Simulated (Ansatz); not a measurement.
Consider the ligand exchange at the Si–O bond: `CC(=O)O[SiH2]F` + `O[SiH3]` → `F[SiH2]O[SiH3]` + `CC(=O)O`.

Program: Ansatz. Geometries: PBE0-D4/def2-TZVP. ΔE: electronic, gas phase. CCSD(T)/CBS adds triple-zeta CCSD(T) − MP2 to the extrapolated MP2 energy (def2 sets, frozen cores). Functionals use def2-TZVPP. HSE06 is defined as in plane-wave codes. One conformer a species, not always the lowest.

(1) Is it downhill or uphill in electronic energy at CCSD(T)/CBS, and by how much? (Best estimate.)

(2) What do these levels give: LDA (SPW92), r2SCAN0-D4, HSE06-D4, CAM-B3LYP-D4, PBE0, MP2/CBS(def2)? (An estimate is asked.)

Largest T1 diagnostic among the species: 0.015.

Results:

(1) Computed: Downhill: ΔE = -32.6 kJ/mol.

(2) Ansatz gave: LDA (SPW92) -28.7, r2SCAN0-D4 -34.3, HSE06-D4 -33.5, CAM-B3LYP-D4 -37.1, PBE0 -34.1, MP2/CBS(def2) -32.5 kJ/mol.

In def2-TZVPP, CCSD(T) changes the Hartree–Fock value by +11.9 kJ/mol (the triples alone add +2.3 kJ/mol) and MP2 by +12.0 kJ/mol. At CCSD(T), def2-SVP lies −5.5 kJ/mol from the extrapolated value and def2-TZVPP +0.2 kJ/mol. Leaving LDA and LC-ωPBE aside and taking each functional with its dispersion term where it has one, the values, not all of them listed here, spread over 9.2 kJ/mol, from BHLYP-D4 to revPBE-D4. LDA lies +3.5 kJ/mol from PBE without D4.
